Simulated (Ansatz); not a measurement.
# Ta5As4: computed properties

Theory: Ansatz 0.2.0, DFT PBEsol, scalar-relativistic, plane waves, PAW.

Cutoff 420 eV; k points 12×12×12 on the computed 9-atom cell (Γ-centred); Gaussian smearing, width 0.10 eV; no spin polarisation.

The structure is relaxed at this level of theory with its symmetry kept. Whether it is the stable form of this composition wasn't checked.

Symmetry: I4/m, No. 87, tetragonal system. Conventional cell: a = 9.785 Å, b = 9.785 Å, c = 3.391 Å, α = 90.00°, β = 90.00°, γ = 90.00°. Ta (site symmetry 4/m) is surrounded by 4 As at 2.85 Å and 8 Ta at 2.86 Å. Around Ta (site symmetry m) lie 5 As at 2.61 to 2.67 Å and 2 Ta at 2.86 Å. As (site symmetry m) has 6 Ta at 2.61 to 2.85 Å as nearest neighbours.

* Volume per atom: 121.7 bohr³
* Formation energy from the elements' standard states (uncorrected): -0.564 eV/atom
* Kohn–Sham band gap: none (metal)
* Density of states at the Fermi level: 2.93 states/eV per cell
* Löwdin character within 0.5 eV of the Fermi level: Ta 5d 77 %, As 4p 17 %
* Bader charges (e): Ta (1 in the cell) 0.42, Ta (4 in the cell) 0.83, As (4 in the cell) -0.94

Spin-orbit coupling is left out, which matters for the bands of heavy elements.

Cost: 1 run of about 19 core-minutes, on Arm Neoverse V1 (shared hosts).